Why does the energy of a PtS₂ crystal keep falling as it swells, by less with every step, and yet not reach its minimum? The cell in these PBE calculations is scaled uniformly: every length grows by the same fraction, and the proportions of the cell and the position of sulfur within it stay frozen. The table lists the energy per atom, counted from the minimum of a fitted curve, against the volume per atom.

JDFTx 1.7.0 (patched build), plane-wave DFT for PtS₂ (P-3m1) with PBE, no dispersion correction and no spin polarisation; PseudoDojo SR PBE 0.5 standard pseudopotentials, 1142.88 eV cutoff, 9×9×5 k mesh, Fermi–Dirac smearing of 0.05 eV. Cell shape and fractional coordinates are fixed; energies are counted from the minimum of a Birch–Murnaghan fit.

```csv
volume (Å³/atom),energy (meV/atom)
17.17,166.72
17.53,117.57
17.90,78.41
18.26,48.22
18.63,26.05
18.99,11.10
19.36,2.64
```

Each expansion lowers the energy, with no row out of line. The first step releases 49 meV per atom and the last only 8.5 meV; the output below lists this release as energy gained. Energy released per unit of added volume is a pressure, and this pressure is still 3.7 GPa over the last step. The crystal is thus squeezed in every row, and its resting volume lies beyond the largest one calculated.

The push comes from overlapping electron shells. When atoms approach, their filled shells overlap, and the Pauli principle raises the energy steeply. The attraction from bonding also grows on approach, but more gently. At the resting volume the two balance; in a smaller cell repulsion wins, and the excess shrinks as the cell opens. This is the standard account of cohesion; the energies themselves show only the sum of the two.

A nitrogen molecule pressed shorter than its natural bond length behaves in the same way: its energy falls on release, by less and less as it nears its resting length. The likeness ends with the number of distances. The molecule has one, whereas scaling PtS₂ stretches both the Pt–S bonds inside a layer and the S–S contacts between layers, each by about 4 % from the first row to the last. The minimum of the curve is therefore a compromise, and need not be the preferred length of either contact.

Ever smaller drops in energy do not by themselves reveal how the repulsion grows, because they occur close to the bottom of any smoothly rounded energy well. The simplest well is a parabola,

$$E \approx \frac{B_0\,(V-V_0)^2}{2V_0},$$

where $E$ is the energy and $V$ the volume, both per atom, $V_0$ is the resting volume and $B_0$ the bulk modulus there. It follows from letting the pressure rise in proportion to the compression, $p = B_0(V_0-V)/V_0$, and adding up the work done against it.

A Birch–Murnaghan curve fitted to all seven energies supplies $V_0 = 19.72$ Å³ and $B_0 = 124.1$ GPa. Since 1 eV/Å³ is 160.2 GPa, this modulus equals 0.775 eV/Å³. For the smallest cell the parabola then gives

$$E \approx \frac{0.775\times(19.72-17.17)^2}{2\times19.72}\ \text{eV} \approx 0.128\ \text{eV},$$

or 128 meV, against 167 meV in the table.

The parabola thus falls short by 23 % of the calculated energy at the smallest volume, but by only about 3 % at the largest. The good agreement near the minimum is no independent success, because both constants come from a fit that included these rows. The shortfall at the other end is the informative part: a strongly squeezed crystal resists more than its stiffness at rest would suggest. The printed analysis below shows the same stiffening directly, with a local modulus that rises from 148 GPa at 18.99 Å³ to 210 GPa at 17.53 Å³.

The resting volume and the modulus there are extrapolated, though not far: the fitted minimum lies about one volume step past the last row. Two more rows at the same spacing would enclose it, since the first would land almost on the minimum itself. Until then, the compression is well established, while the exact resting volume and modulus depend on the form of the fitted curve.

The modulus also needs care in use. Uniform scaling forces the strong Pt–S bonds to shorten by the same fraction as the weak contacts between layers. Under real hydrostatic pressure a layered crystal can close its soft gaps first and spare its bonds, so a calculation that let the cell change shape should find a softer material. The 124 GPa is the resistance to shrinking with fixed proportions, and should not be entered as the stiffness of a stack of layers under a press.

The given cell, at 18.26 Å³, is itself under a mean pressure of about 11 GPa, and would have to lengthen by 2.6 % in every direction to reach the fitted minimum. If that cell is close to the measured one, part of the pressure is expected to come from the method: PBE tends to make bonds too long, and without a dispersion term it holds the layers together too weakly. The frozen sulfur position may add to the strain. How much of the pressure comes from the bonds and how much from the gaps remains open, since uniform scaling lengthens both alike. Relaxing the shape and the sulfur position at each volume, once with dispersion and once without, would show which of them gives way.

Numerical output:

```
Step that ends at each row:
    row  energy gained (meV/atom)  mean pressure of the step (GPa)
  17.53                     49.15                            21.56
   17.9                     39.16                            17.18
  18.26                     30.19                            13.24
  18.63                     22.17                            9.726
  18.99                     14.95                            6.558
  19.36                      8.46                            3.711
Scaled contacts and parabola:
    row  Pt-S bond (A)  S-S between layers (A)  parabola (meV/atom)  energy above parabola (meV/atom)
  17.17          2.296                   3.357                127.9                             38.84
  17.53          2.312                   3.381                93.89                             23.68
   17.9          2.328                   3.404                65.14                             13.27
  18.26          2.344                   3.427                41.63                             6.587
  18.63           2.36                    3.45                23.36                             2.685
  18.99          2.375                   3.472                10.34                            0.7634
  19.36           2.39                   3.494                2.548                           0.09162
Energy gained from smallest to largest volume (meV/atom): 164.1
First energy gain over last energy gain (ratio): 5.81
Mean pressure at the given cell 18.26 (GPa): 11.48
Local modulus at 17.53 (GPa): 210.4
Local modulus at the given cell 18.26 (GPa): 175.9
Local modulus at 18.99 (GPa): 148.1
Volume step between rows (A^3/atom): 0.3652
Distance from largest volume run to fitted minimum (A^3/atom): 0.3602
Length expansion from given cell to fitted minimum (%): 2.59
Pt-S bond at fitted minimum under uniform scaling (A): 2.405
S-S contact between layers at fitted minimum under uniform scaling (A): 3.516
Share of energy above parabola at smallest volume (%): 23.3
Share of energy above parabola at largest volume (%): 3.47
```
